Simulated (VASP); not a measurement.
ZrC, 2 atoms in the cell. Symmetry: Fm-3m, No. 225, cubic system. Conventional cell: a = 4.671 Å, b = 4.671 Å, c = 4.671 Å, α = 90.00°, β = 90.00°, γ = 90.00°. Zr (site symmetry m-3m) has 6 C at 2.34 Å as nearest neighbours. C (site symmetry m-3m) is surrounded by 6 Zr at 2.34 Å. 

| Property | Result |
| --- | --- |
| Program | VASP 6.6.1 |
| Task | single point |
| Functional | PBEsol |
| Potentials or basis | VASP PAW PBE potentials, release 64 (Zr_sv, C) |
| Cutoff | 520 eV |
| k mesh | 24 × 24 × 24 |
| Occupations | gaussian, width 0.1 eV |
| Spin | no spin polarisation |
| Further INCAR settings | ALGO = Fast; EDIFF = 1e-07 |

Potentials or basis: VASP PAW PBE potentials, release 64 (Zr_sv, C).

Command:

```bash
$ cat potpaw_PBE.64/Zr_sv/POTCAR potpaw_PBE.64/C/POTCAR > POTCAR
$ mpirun -np 1 vasp_std > vasp.out
```

Hardware: 1 thread of Intel(R) Xeon(R) Platinum 8559C (Emerald Rapids), on a shared host.

Problem. How long does it take, and how much memory?

Solution. Wall time 3.9 min on 1 thread of Intel(R) Xeon(R) Platinum 8559C (Emerald Rapids), with other jobs on the host, peak memory 0.27 GiB. Counts: scf iterations 30, k points 413.
